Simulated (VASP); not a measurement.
# Ca (Fm-3m) in VASP: further runs

One crystal, Ca, is run at these levels: r2SCAN; tasks: relaxation of cell and atoms.

Program: VASP 6.6.1. These are calculated values, not measurements. Logs are shortened: lines on timing, memory, paths and dates and some standing lists are left out, and cuts for length are marked.

## Step 1: Starting point

It takes space group Fm-3m (No. 225, cubic). Conventional cell: a = 5.588 Å, b = 5.588 Å, c = 5.588 Å, α = 90.00°, β = 90.00°, γ = 90.00°. Around Ca (site symmetry m-3m) lie 12 Ca at 3.95 Å.

## Step 2: Relaxation of cell and atoms, r2SCAN

Input file INCAR:

```
SYSTEM = Ca
  PREC = Accurate
  ENCUT = 600
  EDIFF = 1E-6
  ISMEAR = 1
  SIGMA = 0.1
  LREAL = .FALSE.
  LASPH = .TRUE.
  NELM = 80
  ALGO = Normal
  ISIF = 3
  LWAVE = .FALSE.
  LCHARG = .FALSE.
  METAGGA = R2SCAN
  LMIXTAU = .TRUE.
  IBRION = 2
  NSW = 90
  EDIFFG = -0.01
```

Input file KPOINTS:

```
Automatic mesh
0
G
  14 14 14
  0 0 0
```

Input file POSCAR:

```
Ca
1.0
    0.0000000000      2.7942000000      2.7942000000
    2.7942000000      0.0000000000      2.7942000000
    2.7942000000      2.7942000000      0.0000000000
Ca
1
Direct
    0.0000000000      0.0000000000      0.0000000000
```

Potentials or basis: VASP PAW PBE potentials, release 64 (Ca_sv).

The run is started by

```console
$ cat potpaw_PBE.64/Ca_sv/POTCAR > POTCAR
$ mpirun -np 1 vasp_std > vasp.out
```

OUTCAR:

```text
SYSTEM = Ca
   PREC = Accurate
   ENCUT = 600
   EDIFF = 1E-6
   ISMEAR = 1
   LREAL = .FALSE.
   LASPH = .TRUE.
   NELM = 80
   ISIF = 3
   METAGGA = R2SCAN
   IBRION = 2
   NSW = 90
   EDIFFG = -0.01

 ion  position               nearest neighbor table
   1  0.000  0.000  0.000-

  LATTYP: Found a face centered cubic cell.
 ALAT       =     5.5884000000

  Lattice vectors:

 A1 = (   0.0000000000,   2.7942000000,   2.7942000000)
 A2 = (   2.7942000000,   0.0000000000,   2.7942000000)
 A3 = (   2.7942000000,   2.7942000000,   0.0000000000)

Analysis of symmetry for initial positions (statically):
=====================================================================
 Subroutine PRICEL returns:
 Original cell was already a primitive cell.

 Routine SETGRP: Setting up the symmetry group for a
 face centered cubic supercell.

 Subroutine GETGRP returns: Found 48 space group operations
 (whereof 48 operations were pure point group operations)
 out of a pool of 48 trial point group operations.

The static configuration has the point symmetry O_h .

Analysis of symmetry for dynamics (positions and initial velocities):
=====================================================================
 Subroutine PRICEL returns:
 Original cell was already a primitive cell.

 Routine SETGRP: Setting up the symmetry group for a
 face centered cubic supercell.

 Subroutine GETGRP returns: Found 48 space group operations
 (whereof 48 operations were pure point group operations)
 out of a pool of 48 trial point group operations.

The dynamic configuration has the point symmetry O_h .

 Subroutine INISYM returns: Found 48 space group operations
 (whereof 48 operations are pure point group operations),
 and found     1 'primitive' translations

----------------------------------------------------------------------------------------

                                     Primitive cell

  volume of cell :      43.6317

[... 143 lines left out ...]
  -------------------------------------------------------------------------------------
  Total       -0.0264157     -0.0264157     -0.0264157     -0.0000000      0.0000000     -0.0000000
  in kB       -0.9699970     -0.9699970     -0.9699970     -0.0000000      0.0000000     -0.0000000
  external PRESSURE =      -0.9699970 kB  Pullay stress =       0.0000000 kB

 VOLUME and BASIS-vectors are now :
 -----------------------------------------------------------------------------
  energy-cutoff  :      600.00
  volume of cell :       43.63
      direct lattice vectors                 reciprocal lattice vectors
     0.000000000  2.794200000  2.794200000    -0.178942094  0.178942094  0.178942094
     2.794200000  0.000000000  2.794200000     0.178942094 -0.178942094  0.178942094
     2.794200000  2.794200000  0.000000000     0.178942094  0.178942094 -0.178942094

 POSITION                                       TOTAL-FORCE (eV/Angst)
 -----------------------------------------------------------------------------------
      0.00000      0.00000      0.00000         0.000000      0.000000     -0.000000
 -----------------------------------------------------------------------------------
    total drift:                                0.000000      0.000000      0.000000

  FREE ENERGIE OF THE ION-ELECTRON SYSTEM (eV)
  ---------------------------------------------------
  free  energy   TOTEN  =        -7.0335840729 eV

  energy  without entropy=       -7.0330798474  energy(sigma->0) =       -7.03341600

--------------------------------------- Ionic step        2  -------------------------------------------

 number of electron      10.0000001 magnetization

 Free energy of the ion-electron system (eV)
  ---------------------------------------------------
  ext. energy  EPLUGINS =         0.00000000
  ---------------------------------------------------
  free energy    TOTEN  =        -7.03365233 eV

  energy without entropy =       -7.03311610  energy(sigma->0) =       -7.03347359

 E-fermi :   1.8693     XC(G=0):  -8.1246

 val. band max:        1.8484442997   @ k =  -0.3571   0.5000   0.1429
 cond. band min:       1.8757148570   @ k =  -0.4286   0.0714   0.0000
 fundamental gap:      0.0272705573
 Fermi energy:         1.8693074388

 k-point     1 :       0.0000    0.0000    0.0000
  band No.  band energies     occupation
      1     -41.9699      2.00000
      2     -22.0013      2.00000
      3     -22.0013      2.00000
      4     -22.0012      2.00000
      5      -2.3555      2.00000
      6       4.5449      0.00000
      7       4.5450      0.00000
      8       4.5450      0.00000
      9       5.6393      0.00000
[... 265 lines left out ...]
 k-point    24 :       0.2857    0.1429    0.0000
  band No.  band energies     occupation
      1     -41.9624      2.00000
      2     -22.0668      2.00000
      3     -22.0193      2.00000
      4     -22.0179      2.00000
      5      -1.0961      2.00000
      6       3.4818     -0.00000
      7       4.4810      0.00000
      8       4.8488      0.00000
      9       5.2939      0.00000

 [... further k-points ...]

------------------------ aborting loop because EDIFF is reached ----------------------------------------

  FORCE on cell =-STRESS in cart. coord.  units (eV):
  Direction    XX          YY          ZZ          XY          YZ          ZX
  --------------------------------------------------------------------------------------
  -------------------------------------------------------------------------------------
  Total       -0.0095797     -0.0095797     -0.0095797      0.0000000     -0.0000000      0.0000000
  in kB       -0.3531191     -0.3531191     -0.3531191      0.0000000     -0.0000000      0.0000000
  external PRESSURE =      -0.3531191 kB  Pullay stress =       0.0000000 kB

 VOLUME and BASIS-vectors are now :
 -----------------------------------------------------------------------------
  energy-cutoff  :      600.00
  volume of cell :       43.47
      direct lattice vectors                 reciprocal lattice vectors
    -0.000000000  2.790639172  2.790639172    -0.179170423  0.179170423  0.179170423
     2.790639172  0.000000000  2.790639172     0.179170423 -0.179170423  0.179170423
     2.790639172  2.790639172 -0.000000000     0.179170423  0.179170423 -0.179170423

 POSITION                                       TOTAL-FORCE (eV/Angst)
 -----------------------------------------------------------------------------------
      2.79064      2.79064      5.58128        -0.000000      0.000000      0.000000
 -----------------------------------------------------------------------------------
    total drift:                               -0.000000     -0.000000     -0.000000

  FREE ENERGIE OF THE ION-ELECTRON SYSTEM (eV)
  ---------------------------------------------------
  free  energy   TOTEN  =        -7.0336523350 eV

  energy  without entropy=       -7.0331161023  energy(sigma->0) =       -7.03347359

 reached required accuracy - stopping structural energy minimisation
```

CONTCAR:

```text
Ca
   1.00000000000000
    -0.0000000000000000    2.7906391724723236    2.7906391724723236
     2.7906391724723236    0.0000000000000000    2.7906391724723236
     2.7906391724723236    2.7906391724723236   -0.0000000000000000
  Ca
     1
Direct
     1.0000000000000000    1.0000000000000000    0.0000000000000000

  0.00000000E+00  0.00000000E+00  0.00000000E+00
```

Wall time 2 min (1 thread of Intel Xeon 6975P-C (Granite Rapids), shared host); peak memory 0.22 GiB.

What came out:

```
Free energy                            : -7.0337 eV
Relaxed volume                         : 43.47 Å³/atom
Relaxed cell                           : a = 3.947 Å, b = 3.947 Å, c = 3.947 Å, α = 60.00°, β = 60.00°, γ = 60.00°
Space group after relaxing (to 0.05 Å) : Fm-3m (No. 225)
Energy gained by relaxing              : 0.1 meV/atom
Ionic steps                            : 2
Pressure after relaxing                : 0.0 GPa
Band gap on the k mesh                 : none (metal or under the smearing width)
```

Final structure:
```
Ca
1.0
     0.00000    2.79064    2.79064
     2.79064    0.00000    2.79064
     2.79064    2.79064    0.00000
Ca
1
Direct
  0.00000 0.00000 0.00000
```

Levels at points of the mesh, in eV from the Fermi level:
```csv
k point,band 1,band 2,band 3,band 4,band 5,band 6,band 7,band 8,band 9
"(0.00, 0.00, 0.00)",-43.84,-23.87,-23.87,-23.87,-4.22,2.68,2.68,2.68,3.77
"(0.50, 0.00, 0.00)",-43.83,-24.00,-23.89,-23.89,-0.93,-0.29,2.54,2.54,4.47
"(0.50, 0.50, 0.00)",-43.82,-23.99,-23.92,-23.92,-0.36,0.78,0.90,4.45,4.65
```

Caveat: the PAW data sets were made with another functional, which shifts forces and pressure a little.

## Step 3: Relaxation of cell and atoms, r2SCAN

This run uses another cell than the first one, of 43.47 Å³/atom, 0.996 times its volume.

Changes to INCAR since step 2:

```diff
@@ -3,3 +3,3 @@
   ENCUT = 600
-  EDIFF = 1E-6
+  EDIFF = 1E-7
   ISMEAR = 1
@@ -17,2 +17,2 @@
   NSW = 90
-  EDIFFG = -0.01
+  EDIFFG = -0.005
```

KPOINTS is that of step 2.

Input file POSCAR:

```
Ca                                      
1.0
   -0.0000000000      2.7906391725      2.7906391725
    2.7906391725      0.0000000000      2.7906391725
    2.7906391725      2.7906391725     -0.0000000000
  Ca            
     1
Direct
     1.0000000000000000    1.0000000000000000    0.0000000000000000
```

Potentials or basis: VASP PAW PBE potentials, release 64 (Ca_sv).

The run is started by

```console
$ cat potpaw_PBE.64/Ca_sv/POTCAR > POTCAR
$ mpirun -np 1 vasp_std > vasp.out
```

OUTCAR:

```text
SYSTEM = Ca
   PREC = Accurate
   ENCUT = 600
   EDIFF = 1E-7
   ISMEAR = 1
   LREAL = .FALSE.
   LASPH = .TRUE.
   NELM = 80
   ISIF = 3
   METAGGA = R2SCAN
   IBRION = 2
   NSW = 90
   EDIFFG = -0.005

 ion  position               nearest neighbor table
   1  0.000  0.000  0.000-

  LATTYP: Found a face centered cubic cell.
 ALAT       =     5.5812783450

  Lattice vectors:

 A1 = (   0.0000000000,   2.7906391725,   2.7906391725)
 A2 = (   2.7906391725,   0.0000000000,   2.7906391725)
 A3 = (   2.7906391725,   2.7906391725,   0.0000000000)

Analysis of symmetry for initial positions (statically):
=====================================================================
 Subroutine PRICEL returns:
 Original cell was already a primitive cell.

 Routine SETGRP: Setting up the symmetry group for a
 face centered cubic supercell.

 Subroutine GETGRP returns: Found 48 space group operations
 (whereof 48 operations were pure point group operations)
 out of a pool of 48 trial point group operations.

The static configuration has the point symmetry O_h .

Analysis of symmetry for dynamics (positions and initial velocities):
=====================================================================
 Subroutine PRICEL returns:
 Original cell was already a primitive cell.

 Routine SETGRP: Setting up the symmetry group for a
 face centered cubic supercell.

 Subroutine GETGRP returns: Found 48 space group operations
 (whereof 48 operations were pure point group operations)
 out of a pool of 48 trial point group operations.

The dynamic configuration has the point symmetry O_h .

 Subroutine INISYM returns: Found 48 space group operations
 (whereof 48 operations are pure point group operations),
 and found     1 'primitive' translations

----------------------------------------------------------------------------------------

                                     Primitive cell

  volume of cell :      43.4651

  direct lattice vectors                    reciprocal lattice vectors
     0.000000000  2.790639173  2.790639173    -0.179170423  0.179170423  0.179170423
     2.790639173  0.000000000  2.790639173     0.179170423 -0.179170423  0.179170423
     2.790639173  2.790639173  0.000000000     0.179170423  0.179170423 -0.179170423

  length of vectors
     3.946559765  3.946559765  3.946559765     0.310332275  0.310332275  0.310332275

  position of ions in fractional coordinates (direct lattice)
     0.000000000  0.000000000  0.000000000

  ion indices of the primitive-cell ions
   primitive index   ion index
                 1           1

----------------------------------------------------------------------------------------

 KPOINTS: Automatic mesh

Automatic generation of k-mesh.
 Grid dimensions read from file:
[... 97 lines left out ...]
 non-spin polarized calculation
 Methfessel and Paxton  Order N= 1 SIGMA  =   0.10
  energy-cutoff  :      600.00
  volume of cell :       43.47
 maximum number of plane-waves:      1464
   NGX = 15   NGY = 15   NGZ = 15

--------------------------------------- Ionic step        1  -------------------------------------------

 number of electron      10.0000001 magnetization

 Free energy of the ion-electron system (eV)
  ---------------------------------------------------
  ext. energy  EPLUGINS =         0.00000000
  ---------------------------------------------------
  free energy    TOTEN  =        -7.03362124 eV

  energy without entropy =       -7.03308284  energy(sigma->0) =       -7.03344177

------------------------ aborting loop because EDIFF is reached ----------------------------------------

  FORCE on cell =-STRESS in cart. coord.  units (eV):
  Direction    XX          YY          ZZ          XY          YZ          ZX
  --------------------------------------------------------------------------------------
  -------------------------------------------------------------------------------------
  Total       -0.0080331     -0.0080331     -0.0080331      0.0000000     -0.0000000      0.0000000
  in kB       -0.2961090     -0.2961090     -0.2961090      0.0000000     -0.0000000      0.0000000
  external PRESSURE =      -0.2961090 kB  Pullay stress =       0.0000000 kB

 VOLUME and BASIS-vectors are now :
 -----------------------------------------------------------------------------
  energy-cutoff  :      600.00
  volume of cell :       43.47
      direct lattice vectors                 reciprocal lattice vectors
     0.000000000  2.790639173  2.790639173    -0.179170423  0.179170423  0.179170423
     2.790639173  0.000000000  2.790639173     0.179170423 -0.179170423  0.179170423
     2.790639173  2.790639173  0.000000000     0.179170423  0.179170423 -0.179170423

 POSITION                                       TOTAL-FORCE (eV/Angst)
 -----------------------------------------------------------------------------------
      0.00000      0.00000      0.00000         0.000000     -0.000000     -0.000000
 -----------------------------------------------------------------------------------
    total drift:                                0.000000      0.000000      0.000000

  FREE ENERGIE OF THE ION-ELECTRON SYSTEM (eV)
  ---------------------------------------------------
  free  energy   TOTEN  =        -7.0336212442 eV

  energy  without entropy=       -7.0330828355  energy(sigma->0) =       -7.03344177

--------------------------------------- Ionic step        2  -------------------------------------------

 number of electron      10.0000001 magnetization

 Free energy of the ion-electron system (eV)
  ---------------------------------------------------
  ext. energy  EPLUGINS =         0.00000000
  ---------------------------------------------------
  free energy    TOTEN  =        -7.03362782 eV

  energy without entropy =       -7.03307926  energy(sigma->0) =       -7.03344497

 E-fermi :   1.8733     XC(G=0):  -8.1289

 val. band max:        1.8517260870   @ k =  -0.3571   0.5000   0.1429
 cond. band min:       1.8803477478   @ k =  -0.4286   0.0714   0.0000
 fundamental gap:      0.0286216609
 Fermi energy:         1.8733173984

 k-point     1 :       0.0000    0.0000    0.0000
  band No.  band energies     occupation
      1     -41.9626      2.00000
      2     -21.9937      2.00000
      3     -21.9937      2.00000
      4     -21.9937      2.00000
      5      -2.3539      2.00000
      6       4.5513      0.00000
      7       4.5514      0.00000
      8       4.5514      0.00000
      9       5.6471      0.00000
[... 265 lines left out ...]
 k-point    24 :       0.2857    0.1429    0.0000
  band No.  band energies     occupation
      1     -41.9550      2.00000
      2     -22.0596      2.00000
      3     -22.0118      2.00000
      4     -22.0105      2.00000
      5      -1.0932      2.00000
      6       3.4869     -0.00000
      7       4.4872      0.00000
      8       4.8556      0.00000
      9       5.3013      0.00000

 [... further k-points ...]

------------------------ aborting loop because EDIFF is reached ----------------------------------------

  FORCE on cell =-STRESS in cart. coord.  units (eV):
  Direction    XX          YY          ZZ          XY          YZ          ZX
  --------------------------------------------------------------------------------------
  -------------------------------------------------------------------------------------
  Total       -0.0026018     -0.0026018     -0.0026018      0.0000000      0.0000000     -0.0000000
  in kB       -0.0960174     -0.0960174     -0.0960174      0.0000000      0.0000000     -0.0000000
  external PRESSURE =      -0.0960174 kB  Pullay stress =       0.0000000 kB

 VOLUME and BASIS-vectors are now :
 -----------------------------------------------------------------------------
  energy-cutoff  :      600.00
  volume of cell :       43.41
      direct lattice vectors                 reciprocal lattice vectors
     0.000000000  2.789557696  2.789557696    -0.179239885  0.179239885  0.179239885
     2.789557696 -0.000000000  2.789557696     0.179239885 -0.179239885  0.179239885
     2.789557696  2.789557696  0.000000000     0.179239885  0.179239885 -0.179239885

 POSITION                                       TOTAL-FORCE (eV/Angst)
 -----------------------------------------------------------------------------------
      2.78956      2.78956      5.57912        -0.000000      0.000000      0.000000
 -----------------------------------------------------------------------------------
    total drift:                               -0.000000     -0.000000     -0.000000

  FREE ENERGIE OF THE ION-ELECTRON SYSTEM (eV)
  ---------------------------------------------------
  free  energy   TOTEN  =        -7.0336278237 eV

  energy  without entropy=       -7.0330792560  energy(sigma->0) =       -7.03344497

 reached required accuracy - stopping structural energy minimisation
```

OSZICAR:

```text
N       E                     dE             d eps       ncg     rms          rms(c)
DAV:   1     0.652373550595E+02    0.65237E+02   -0.56148E+03  1872   0.115E+03
DAV:   2    -0.732794771365E+01   -0.72565E+02   -0.72209E+02  1932   0.248E+02
DAV:   3    -0.910949645137E+01   -0.17815E+01   -0.17647E+01  2954   0.396E+01
DAV:   4    -0.919733605743E+01   -0.87840E-01   -0.87596E-01  2832   0.675E+00
[... 29 lines left out ...]
DAV:   7    -0.703362778661E+01   -0.97357E-06   -0.22703E-07  2206   0.336E-03    0.999E-04
DAV:   8    -0.703362767009E+01    0.11652E-06   -0.31767E-08   978   0.222E-03    0.732E-04
DAV:   9    -0.703362805003E+01   -0.37993E-06   -0.34214E-08   970   0.198E-03    0.172E-04
DAV:  10    -0.703362784926E+01    0.20076E-06   -0.22261E-08   969   0.197E-03    0.152E-04
DAV:  11    -0.703362782368E+01    0.25580E-07   -0.36953E-09   966   0.829E-04
   2 F= -.70336278E+01 E0= -.70334450E+01  d E =-.657949E-05
```

Run time: 2.4 min. Hardware: 1 thread of Intel Xeon 6975P-C (Granite Rapids), shared host; peak memory 0.23 GiB.

What came out:

| Quantity | Value |
| --- | --- |
| Free energy | -7.0336 eV |
| Relaxed volume | 43.41 Å³/atom |
| Relaxed cell | a = 3.945 Å, b = 3.945 Å, c = 3.945 Å, α = 60.00°, β = 60.00°, γ = 60.00° |
| Space group after relaxing (to 0.05 Å) | Fm-3m (No. 225) |
| Energy gained by relaxing | 0.0 meV/atom |
| Ionic steps | 2 |
| Pressure after relaxing | 0.0 GPa |
| Band gap on the k mesh | none (metal or under the smearing width) |

Final structure:
```cif
data_structure
_symmetry_space_group_name_H-M 'P 1'
_symmetry_Int_Tables_number 1
_cell_length_a 3.9450
_cell_length_b 3.9450
_cell_length_c 3.9450
_cell_angle_alpha 60.000
_cell_angle_beta 60.000
_cell_angle_gamma 60.000
_cell_volume 43.41
loop_
_atom_site_label
_atom_site_type_symbol
_atom_site_fract_x
_atom_site_fract_y
_atom_site_fract_z
_atom_site_occupancy
Ca1 Ca 0.00000 0.00000 0.00000 1
```

Caveat: the PAW data sets were made with another functional, which shifts forces and pressure a little.
